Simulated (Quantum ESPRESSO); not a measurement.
Runs of Quantum ESPRESSO 7.5 on PbS (Galena). Symmetry: Fm-3m, No. 225, cubic system. The conventional cell has a = 5.931 Å, b = 5.931 Å, c = 5.931 Å, α = 90.00°, β = 90.00°, γ = 90.00°. Pb (site symmetry m-3m) has 6 S at 2.97 Å as nearest neighbours. Around S (site symmetry m-3m) lie 6 Pb at 2.97 Å. 

```csv
task,level,gap on the mesh (eV),pressure (GPa),V0 of scaled cells (Å³/atom),B0 (GPa)
equation of state,AM05,-,-,25.99,(b)
equation of state,vdW-DF-cx,-,-,26.01,59
band structure,vdW-DF-cx,(c),-0.2,-,-
band structure,N12,0.50,(a),-,-
```

Alike in all rows: potentials or basis PseudoDojo 0.4.1 SR PBE standard; no spin polarisation; cell as given; k mesh 8 × 8 × 8; cutoff (eV) 762; smearing fermi-dirac 0.05 eV.

Problem. Estimate the missing entries.

Solution. (a) 0.6; (b) 56; (c) 0.33.

Caveats: the potentials were made for another functional, which shifts forces and pressure; spin-orbit coupling is left out, which as a rule narrows the gap of such compounds by several tenths of an eV (some runs).

A k mesh can miss the band edges, and the runs leave out spin-orbit coupling on Pb.

Runs at the PBE level aren't shown here.
